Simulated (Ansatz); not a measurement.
A 4-atom cell of AgI started from a crystallographic database was relaxed with 5 functionals in Ansatz, cell and atoms free, the symmetry of the start kept (meshes: PBE 6×6×4, r2SCAN 6×6×4, PBEsol 6×6×4, LDA 6×6×4, HSE06 6×6×2). (Simulation; spin polarisation is off.)

The LDA result:
Space group P6_3mc (No. 186). a = 4.486 Å, b = 4.486 Å, c = 7.340 Å, α = 90.00°, β = 90.00°, γ = 120.00°
```json
{"atom": "Ag", "site": "2b", "symmetry": "3m.", "x": "0.6667", "y": "0.3333", "z": "0.6277"}
{"atom": "I", "site": "2b", "symmetry": "3m.", "x": "0.6667", "y": "0.3333", "z": "0.0023"}
```

Space group P6_3mc (No. 186), hexagonal; a = 4.486 Å, c = 7.340 Å in the conventional setting, 31.99 Å³ an atom. Ag is surrounded by 4 I at 2.75 Å; I is surrounded by 4 Ag at 2.75 Å.

**Question.** How does the cell change with PBE?

**Answer.** a = 4.686 Å, c = 7.664 Å; the volume differs by +13.9 % from LDA's. Ag has 4 I at 2.87 Å; I has 4 Ag at 2.87 Å.

**Question.** How does the cell change with PBEsol?

**Answer.** a = 4.561 Å, c = 7.451 Å; the volume differs by +4.9 % from LDA's. Ag is surrounded by 4 I at 2.79 Å; I is surrounded by 4 Ag at 2.79 Å.

**Question.** Held at the r2SCAN cell, what mean stress do LDA and PBE find, and does its sign point to their own minimum?

**Answer.** Yes. LDA -3.32 GPa, and its relaxed volume is -10.1 % from r2SCAN's; PBE +0.64 GPa, and its relaxed volume is +2.4 % from r2SCAN's. Compression counts positive, so a positive stress asks for a larger cell.
